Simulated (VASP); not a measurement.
# Pb (Fm-3m) in VASP: relaxation of cell and atoms with r2SCAN

Aim: the relaxation of cell and atoms of Pb with r2SCAN.

All numbers are computed with VASP 6.6.1; they aren't measurements. Logs are shortened: lines on timing, memory, paths and dates and some standing lists are left out, and cuts for length are marked.

### Step 1. Starting point

It takes space group Fm-3m (No. 225, cubic). Conventional cell: a = 4.950 Å, b = 4.950 Å, c = 4.950 Å, α = 90.00°, β = 90.00°, γ = 90.00°. Around Pb (site symmetry m-3m) lie 12 Pb at 3.50 Å.

### Step 2. Relaxation of cell and atoms, r2SCAN

INCAR

```
PREC = Accurate
ENCUT = 600
EDIFF = 1E-7
ISMEAR = 0
SIGMA = 0.1
LREAL = F
LASPH = T
NELM = 60
ALGO = Normal
ISIF = 3
LWAVE = F
LCHARG = F
METAGGA = R2SCAN
LMIXTAU = T
IBRION = 2
NSW = 80
EDIFFG = -0.004
```

KPOINTS

```
Automatic mesh
0
Gamma
  14 14 14
```

POSCAR

```
Pb
1.0
    0.0000000000      2.4750200000      2.4750200000
    2.4750200000      0.0000000000      2.4750200000
    2.4750200000      2.4750200000      0.0000000000
Pb
1
Direct
    0.0000000000      0.0000000000      0.0000000000
```

Potentials or basis: VASP PAW PBE potentials, release 64 (Pb_d).

The run is started by

```bash
> cat potpaw_PBE.64/Pb_d/POTCAR > POTCAR
> mpirun -np 1 vasp_std > vasp.out
```

OUTCAR:

```text
PREC = Accurate
   ENCUT = 600
   EDIFF = 1E-7
   ISMEAR = 0
   LREAL = F
   LASPH = T
   NELM = 60
   ISIF = 3
   METAGGA = R2SCAN
   IBRION = 2
   NSW = 80
   EDIFFG = -0.004

 ion  position               nearest neighbor table
   1  0.000  0.000  0.000-

  LATTYP: Found a face centered cubic cell.
 ALAT       =     4.9500400000

  Lattice vectors:

 A1 = (   0.0000000000,   2.4750200000,   2.4750200000)
 A2 = (   2.4750200000,   0.0000000000,   2.4750200000)
 A3 = (   2.4750200000,   2.4750200000,   0.0000000000)

Analysis of symmetry for initial positions (statically):
=====================================================================
 Subroutine PRICEL returns:
 Original cell was already a primitive cell.

 Routine SETGRP: Setting up the symmetry group for a
 face centered cubic supercell.

 Subroutine GETGRP returns: Found 48 space group operations
 (whereof 48 operations were pure point group operations)
 out of a pool of 48 trial point group operations.

The static configuration has the point symmetry O_h .

Analysis of symmetry for dynamics (positions and initial velocities):
=====================================================================
 Subroutine PRICEL returns:
 Original cell was already a primitive cell.

 Routine SETGRP: Setting up the symmetry group for a
 face centered cubic supercell.

 Subroutine GETGRP returns: Found 48 space group operations
 (whereof 48 operations were pure point group operations)
 out of a pool of 48 trial point group operations.

The dynamic configuration has the point symmetry O_h .

 Subroutine INISYM returns: Found 48 space group operations
 (whereof 48 operations are pure point group operations),
 and found     1 'primitive' translations

----------------------------------------------------------------------------------------

                                     Primitive cell

  volume of cell :      30.3226

  direct lattice vectors                    reciprocal lattice vectors
     0.000000000  2.475020000  2.475020000    -0.202018570  0.202018570  0.202018570
     2.475020000  0.000000000  2.475020000     0.202018570 -0.202018570  0.202018570
     2.475020000  2.475020000  0.000000000     0.202018570  0.202018570 -0.202018570

  length of vectors
     3.500206851  3.500206851  3.500206851     0.349906427  0.349906427  0.349906427

  position of ions in fractional coordinates (direct lattice)
     0.000000000  0.000000000  0.000000000

  ion indices of the primitive-cell ions
   primitive index   ion index
                 1           1

----------------------------------------------------------------------------------------

 KPOINTS: Automatic mesh

Automatic generation of k-mesh.
 Grid dimensions read from file:
 generate k-points for:   14   14   14

 Generating k-lattice:

  Cartesian coordinates                     Fractional coordinates (reciprocal lattice)
    -0.014429898  0.014429898  0.014429898     0.071428571  0.000000000  0.000000000
     0.014429898 -0.014429898  0.014429898     0.000000000  0.071428571  0.000000000
     0.014429898  0.014429898 -0.014429898     0.000000000  0.000000000  0.071428571

  Length of vectors
     0.024993316  0.024993316  0.024993316

  Shift w.r.t. Gamma in fractional coordinates (k-lattice)
     0.000000000  0.000000000  0.000000000

 Subroutine IBZKPT returns following result:
 ===========================================

 Found    104 irreducible k-points:

 Following reciprocal coordinates:
            Coordinates               Weight
  0.000000  0.000000  0.000000      1.000000
  0.071429  0.000000  0.000000      8.000000
  0.142857  0.000000  0.000000      8.000000
  0.214286  0.000000  0.000000      8.000000
  0.285714  0.000000  0.000000      8.000000
  0.357143  0.000000  0.000000      8.000000
[... 16 lines left out ...]
  0.214286  0.142857  0.000000     24.000000
  0.285714  0.142857  0.000000     24.000000
 [... further k-points ...]
   k-points           NKPTS =    104   k-points in BZ     NKDIM =    104   number of bands    NBANDS=     11
   number of dos      NEDOS =    301   number of ions     NIONS =      1
   total plane-waves  NPLWV =  21952
   dimension x,y,z NGX =    28 NGY =   28 NGZ =   28
   dimension x,y,z NGXF=    56 NGYF=   56 NGZF=   56
   ions per type =               1
   NGX,Y,Z   is equivalent  to a cutoff of  13.30, 13.30, 13.30 a.u.
   NGXF,Y,Z  is equivalent  to a cutoff of  26.60, 26.60, 26.60 a.u.
 SYSTEM =  unknown system
   PREC   = accura    normal or accurate (medium, high low for compatibility)
   ISTART =      0    job   : 0-new  1-cont  2-samecut
   ICHARG =      2    charge: 1-file 2-atom 10-const
   ISPIN  =      1    spin polarized calculation?
   LNONCOLLINEAR =      F non collinear calculations
   LSORBIT =      F    spin-orbit coupling
   LASPH  =      T    aspherical Exc in radial PAW
   ENCUT  =  600.0 eV  44.10 Ry    6.64 a.u.   6.99  6.99  6.99*2*pi/ulx,y,z
   NELM   =     60;   NELMIN=  2; NELMDL= -5     # of ELM steps
   EDIFF  = 0.1E-06   stopping-criterion for ELM
   LREAL  =      F    real-space projection
   EDIFFG = -.4E-02   stopping-criterion for IOM
   NSW    =     80    number of steps for IOM
   IBRION =      2    ionic relax: 0-MD 1-quasi-New 2-CG
   NFREE  =      1    steps in history (QN), initial steepest desc. (CG)
   ISIF   =      3    stress and relaxation
   ISYM   =      2    0-nonsym 1-usesym 2-fastsym
   POTIM  = 0.5000    time-step for ionic-motion
   TEBEG  =    0.0;   TEEND  =   0.0 temperature during run
   PSTRESS=    0.0 pullay stress
   NELECT =      14.0000    total number of electrons
   NUPDOWN=      -1.0000    fix difference up-down
   EMIN   =  10.00;   EMAX   =-10.00  energy-range for DOS
   EFERMI =   0.00;   METHOD = LEGACY
   ISMEAR =     0;   SIGMA  =   0.10  broadening in eV -4-tet -1-fermi 0-gaus
   EFERMI_NEDOS =   21; number of points for ismear=-14 and -15
   IALGO  =     38    algorithm
   IMIX   =      4    mixing-type and parameters
     AMIX     =   0.40;   BMIX     =  1.00
     AMIX_MAG =   1.60;   BMIX_MAG =  1.00
  volume/ion in A,a.u.               =      30.32       204.63
  Fermi-wavevector in a.u.,A,eV,Ry     =   1.265306  2.391081 21.782907  1.600999
  Thomas-Fermi vector in A             =   2.398566
   LORBIT       =      0    0 simple, 1 ext, 2 COOP (PROOUT), +10 PAW based schemes
   METAGGA = R2SCAN    functional components
   LHFCALC =     F    Hartree Fock is set to
   AEXX    =    0.0000 exact exchange contribution
   IVDW    =     0    specifies the selected vdW correction
   LEPSILON=     F    determine dielectric tensor
   LRPA    =     F    only Hartree local field effects (RPA)
 conjugate gradient relaxation of ions
 non-spin polarized calculation
 Gauss-broadening in eV      SIGMA  =   0.10
  energy-cutoff  :      600.00
  volume of cell :       30.32
 maximum number of plane-waves:      1026
   NGX = 13   NGY = 13   NGZ = 13

--------------------------------------- Ionic step        1  -------------------------------------------

 number of electron      13.9999999 magnetization

 Free energy of the ion-electron system (eV)
  ---------------------------------------------------
  ext. energy  EPLUGINS =         0.00000000
  ---------------------------------------------------
  free energy    TOTEN  =       -56.28047952 eV

  energy without entropy =      -56.27825199  energy(sigma->0) =      -56.27936576

------------------------ aborting loop because EDIFF is reached ----------------------------------------

  FORCE on cell =-STRESS in cart. coord.  units (eV):
  Direction    XX          YY          ZZ          XY          YZ          ZX
  --------------------------------------------------------------------------------------
  -------------------------------------------------------------------------------------
  Total        0.2561765      0.2561765      0.2561765     -0.0000000      0.0000000     -0.0000000
  in kB       13.5357942     13.5357942     13.5357942     -0.0000000      0.0000000     -0.0000000
  external PRESSURE =      13.5357942 kB  Pullay stress =       0.0000000 kB
[... 55 lines left out ...]
  energy  without entropy=      -56.2812435689  energy(sigma->0) =      -56.28248164

--------------------------------------- Ionic step        3  -------------------------------------------

 number of electron      14.0000001 magnetization

 Free energy of the ion-electron system (eV)
  ---------------------------------------------------
  ext. energy  EPLUGINS =         0.00000000
  ---------------------------------------------------
  free energy    TOTEN  =       -56.28402440 eV

  energy without entropy =      -56.28159516  energy(sigma->0) =      -56.28280978

 E-fermi :   6.9422     XC(G=0): -10.7729

 val. band max:        6.8189538474   @ k =   0.3571   0.1429   0.0714
 cond. band min:       6.9455935916   @ k =   0.3571   0.2143   0.0000
 fundamental gap:      0.1266397442
 Fermi energy:         6.9422438896

 k-point     1 :       0.0000    0.0000    0.0000
  band No.  band energies     occupation
      1     -10.7925      2.00000
      2     -10.7925      2.00000
      3     -10.7925      2.00000
      4     -10.6567      2.00000
      5     -10.6567      2.00000
      6      -5.1905      2.00000
      7      14.4110      0.00000
      8      14.4110      0.00000
      9      14.4110      0.00000
     10      17.3088      0.00000
     11      18.8287      0.00000
[... 309 lines left out ...]
 k-point    24 :       0.2857    0.1429    0.0000
  band No.  band energies     occupation
      1     -10.8324      2.00000
      2     -10.7358      2.00000
      3     -10.7082      2.00000
      4     -10.6666      2.00000
      5     -10.5880      2.00000
      6      -3.7322      2.00000
      7       8.1831      0.00000
      8      11.7107      0.00000
      9      11.9521      0.00000
     10      15.8366      0.00000
     11      17.4251      0.00000

 [... further k-points ...]

------------------------ aborting loop because EDIFF is reached ----------------------------------------

  FORCE on cell =-STRESS in cart. coord.  units (eV):
  Direction    XX          YY          ZZ          XY          YZ          ZX
  --------------------------------------------------------------------------------------
  -------------------------------------------------------------------------------------
  Total        0.0021987      0.0021987      0.0021987      0.0000000     -0.0000000      0.0000000
  in kB        0.1129413      0.1129413      0.1129413      0.0000000     -0.0000000      0.0000000
  external PRESSURE =       0.1129413 kB  Pullay stress =       0.0000000 kB
[... 16 lines left out ...]
  FREE ENERGIE OF THE ION-ELECTRON SYSTEM (eV)
  ---------------------------------------------------
  free  energy   TOTEN  =       -56.2840244042 eV

  energy  without entropy=      -56.2815951614  energy(sigma->0) =      -56.28280978

 reached required accuracy - stopping structural energy minimisation
```

It took 7.2 min on 1 thread of AMD EPYC 7R13 (Zen 3), shared host; peak memory 0.17 GiB.

What came out:

```
Free energy                            : -56.2840 eV
Relaxed volume                         : 31.19 Å³/atom
Relaxed cell                           : a = 3.533 Å, b = 3.533 Å, c = 3.533 Å, α = 60.00°, β = 60.00°, γ = 60.00°
Space group after relaxing (to 0.05 Å) : Fm-3m (No. 225)
Energy gained by relaxing              : 3.5 meV/atom
Ionic steps                            : 3
Pressure after relaxing                : 0.0 GPa
Band gap on the k mesh                 : none (metal or under the smearing width)
```

Step by step:
```
step  energy change (eV)  largest force (eV/Å)  pressure (GPa)  volume (Å³)
   1              0.0000                0.0000            1.35        30.32
   2             -0.0032                0.0000           -0.37        31.46
   3             -0.0035                0.0000            0.01        31.19
```

Final structure:
```
Pb
1.0
     0.00000    2.49843    2.49843
     2.49843    0.00000    2.49843
     2.49843    2.49843    0.00000
Pb
1
Direct
  0.00000 0.00000 0.00000
```

Levels at points of the mesh, in eV from the Fermi level:
```csv
k point,band 5,band 6,band 7,band 8,band 9,band 10
"(0.00, 0.00, 0.00)",-17.60,-12.13,7.47,7.47,7.47,10.37
"(0.50, 0.00, 0.00)",-17.47,-8.49,-4.27,5.61,5.61,9.77
"(0.50, 0.50, 0.00)",-17.43,-7.05,-3.38,2.06,2.06,5.80
```

Caveat: the PAW data sets were made with another functional, which shifts forces and pressure a little.
